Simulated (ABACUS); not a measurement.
Set up this calculation in ABACUS 3.10.1, as an ASE script.

```
Task                                          : relaxation of cell and atoms
Functional                                    : WC
Potentials or basis                           : PseudoDojo NC SR 0.5 PBE stringent
Cutoff                                        : 1551 eV
Density cutoff                                : 6204 eV
Basis                                         : plane waves
k mesh                                        : 6 × 6 × 6
Occupations                                   : fermi-dirac, width 0.05 eV
Spin                                          : no spin polarisation
Max steps of the relaxation                   : 60
Force threshold                               : 0.005 eV/Å
Optimiser                                     : cg
Stress threshold                              : 1 kbar
Radial cutoff of the potentials (pseudo_rcut) : 10 bohr
SCF threshold on the density                  : 1e-08
Max SCF steps                                 : 100
Eigensolver                                   : dav
Mixing                                        : broyden
Mixing share                                  : 0.7
Symmetry key                                  : 1
Bands                                         : 17
```

The structure of GaP lies in GaP.cif:

```cif
data_GaP
_cell_length_a 5.45050000
_cell_length_b 5.45050000
_cell_length_c 5.45050000
_cell_angle_alpha 90.00000000
_cell_angle_beta 90.00000000
_cell_angle_gamma 90.00000000
_space_group_name_H-M_alt 'F-43m'
_space_group_name_Hall 'F -4 2 3'
_space_group_IT_number 216
loop_
_space_group_symop_operation_xyz
'x,y,z'
'y,-x,-z'
'-x,-y,z'
'-y,x,-z'
'x,-y,-z'
'y,x,z'
'-x,y,-z'
'-y,-x,z'
'z,x,y'
'-z,y,-x'
'z,-x,-y'
'-z,-y,x'
'-z,x,-y'
'z,y,x'
'-z,-x,y'
'z,-y,-x'
'y,z,x'
'-x,-z,y'
'-y,z,-x'
'x,-z,-y'
'-y,-z,x'
'x,z,y'
'y,-z,-x'
'-x,z,-y'
'x,y+1/2,z+1/2'
'y,-x+1/2,-z+1/2'
'-x,-y+1/2,z+1/2'
'-y,x+1/2,-z+1/2'
'x,-y+1/2,-z+1/2'
'y,x+1/2,z+1/2'
'-x,y+1/2,-z+1/2'
'-y,-x+1/2,z+1/2'
'z,x+1/2,y+1/2'
'-z,y+1/2,-x+1/2'
'z,-x+1/2,-y+1/2'
'-z,-y+1/2,x+1/2'
'-z,x+1/2,-y+1/2'
'z,y+1/2,x+1/2'
'-z,-x+1/2,y+1/2'
'z,-y+1/2,-x+1/2'
'y,z+1/2,x+1/2'
'-x,-z+1/2,y+1/2'
'-y,z+1/2,-x+1/2'
'x,-z+1/2,-y+1/2'
'-y,-z+1/2,x+1/2'
'x,z+1/2,y+1/2'
'y,-z+1/2,-x+1/2'
'-x,z+1/2,-y+1/2'
'x+1/2,y,z+1/2'
'y+1/2,-x,-z+1/2'
'-x+1/2,-y,z+1/2'
'-y+1/2,x,-z+1/2'
'x+1/2,-y,-z+1/2'
'y+1/2,x,z+1/2'
'-x+1/2,y,-z+1/2'
'-y+1/2,-x,z+1/2'
'z+1/2,x,y+1/2'
'-z+1/2,y,-x+1/2'
'z+1/2,-x,-y+1/2'
'-z+1/2,-y,x+1/2'
'-z+1/2,x,-y+1/2'
'z+1/2,y,x+1/2'
'-z+1/2,-x,y+1/2'
'z+1/2,-y,-x+1/2'
'y+1/2,z,x+1/2'
'-x+1/2,-z,y+1/2'
'-y+1/2,z,-x+1/2'
'x+1/2,-z,-y+1/2'
'-y+1/2,-z,x+1/2'
'x+1/2,z,y+1/2'
'y+1/2,-z,-x+1/2'
'-x+1/2,z,-y+1/2'
'x+1/2,y+1/2,z'
'y+1/2,-x+1/2,-z'
'-x+1/2,-y+1/2,z'
'-y+1/2,x+1/2,-z'
'x+1/2,-y+1/2,-z'
'y+1/2,x+1/2,z'
'-x+1/2,y+1/2,-z'
'-y+1/2,-x+1/2,z'
'z+1/2,x+1/2,y'
'-z+1/2,y+1/2,-x'
'z+1/2,-x+1/2,-y'
'-z+1/2,-y+1/2,x'
'-z+1/2,x+1/2,-y'
'z+1/2,y+1/2,x'
'-z+1/2,-x+1/2,y'
'z+1/2,-y+1/2,-x'
'y+1/2,z+1/2,x'
'-x+1/2,-z+1/2,y'
'-y+1/2,z+1/2,-x'
'x+1/2,-z+1/2,-y'
'-y+1/2,-z+1/2,x'
'x+1/2,z+1/2,y'
'y+1/2,-z+1/2,-x'
'-x+1/2,z+1/2,-y'
loop_
_atom_site_label
_atom_site_type_symbol
_atom_site_symmetry_multiplicity
_atom_site_Wyckoff_symbol
_atom_site_fract_x
_atom_site_fract_y
_atom_site_fract_z
_atom_site_occupancy
Ga1 Ga 4 a 0.0000000000 0.0000000000 0.0000000000 1
P1 P 4 c 0.2500000000 0.2500000000 0.2500000000 1
```

These files were run (other wordings do the same):

run_abacus.py

```python
"""ABACUS run from a structure file: ASE reads it, the script writes STRU, KPT and INPUT."""
import re
import subprocess
import spglib
from ase import Atoms
from ase.io import read
from ase.units import Bohr

atoms = read("GaP.cif")
cell, frac, numbers = spglib.standardize_cell((atoms.cell[:], atoms.get_scaled_positions(), atoms.numbers), to_primitive=True, symprec=1e-4)
atoms = Atoms(numbers=numbers, cell=cell, scaled_positions=frac, pbc=True)  # the primitive cell
atoms = atoms[(-atoms.numbers).argsort(kind="stable")]  # ABACUS lists atoms element by element
pseudo = {'Ga': 'Ga.upf', 'P': 'P.upf'}
orbital = {}
magmoms = None
kmesh = [6, 6, 6]
params = {
    'suffix': 'GaP',
    'calculation': 'cell-relax',
    'basis_type': 'pw',
    'pseudo_dir': './',
    'symmetry': 1,
    'dft_functional': 'wc',
    'ecutwfc': 114,
    'pseudo_rcut': 10,
    'nspin': 1,
    'nbands': 17,
    'ks_solver': 'dav',
    'smearing_method': 'fd',
    'smearing_sigma': 0.00367493,
    'scf_thr': 1e-08,
    'scf_nmax': 100,
    'mixing_type': 'broyden',
    'mixing_beta': 0.7,
    'cal_force': 1,
    'cal_stress': 1,
    'relax_nmax': 60,
    'force_thr_ev': 0.005,
    'relax_method': 'cg',
    'out_stru': 1,
    'stress_thr': 1,
    'kpar': 4,
}

symbols = atoms.get_chemical_symbols()
elements = list(dict.fromkeys(symbols))
lines = ["ATOMIC_SPECIES"] + [f"{e} {atoms.get_masses()[symbols.index(e)]:.4f} {pseudo[e]}" for e in elements]
if orbital:
    lines += ["", "NUMERICAL_ORBITAL"] + [orbital[e] for e in elements]
lines += ["", "LATTICE_CONSTANT", f"{1 / Bohr:.10f}", "", "LATTICE_VECTORS"]
lines += [" ".join(f"{x:.10f}" for x in v) for v in atoms.cell]
lines += ["", "ATOMIC_POSITIONS", "Direct"]
for e in elements:
    lines += ["", e, "0.0", str(symbols.count(e))]
    for i, p in enumerate(atoms.get_scaled_positions(wrap=False)):
        if symbols[i] == e:
            mag = "" if magmoms is None else " mag " + " ".join(str(x) for x in (magmoms[i] if isinstance(magmoms[i], list) else [magmoms[i]]))
            lines.append(" ".join(f"{x:.10f}" for x in p) + " 1 1 1" + mag)
open("STRU", "w").write("\n".join(lines) + "\n")
open("KPT", "w").write("K_POINTS\n0\nGamma\n%d %d %d 0 0 0\n" % tuple(kmesh))
open("INPUT", "w").write("INPUT_PARAMETERS\n" + "".join(f"{k:<20s}{v}\n" for k, v in params.items()))

done = subprocess.run(['mpirun', '-np', '4', 'abacus'])
if done.returncode:
    raise SystemExit(done.returncode)
log = open("OUT.GaP/running_cell-relax.log").read()
print("final energy (eV):", re.findall(r"FINAL_ETOT_IS (\S+)", log))
```

Potentials or basis: PseudoDojo NC SR 0.5 PBE stringent, plane waves.

Command:

```console
$ OMP_NUM_THREADS=1 python run_abacus.py > log
```

It gave:

```yaml
Relaxed_volume: 20.16 Å³/atom
Relaxed_cell: a = 3.849 Å, b = 3.849 Å, c = 3.849 Å, α = 60.00°, β = 60.00°, γ = 60.00°
Space_group_after_relaxing_to_0.05_Å: F-43m (No. 216)
Energy_gained_by_relaxing: 0.1 meV/atom
Ionic_steps: 3
Pressure_after_relaxing: 0.0 GPa
Band_gap_on_the_k_mesh: 1.48 eV, indirect (least direct gap 1.71 eV)
```

Caveat: the potentials were made for another functional, which shifts forces and pressure.

Run time: 17 s on 4 MPI ranks on Intel(R) Xeon(R) Platinum 8488C (Sapphire Rapids), on a shared host, peak memory 0.48 GiB a rank.
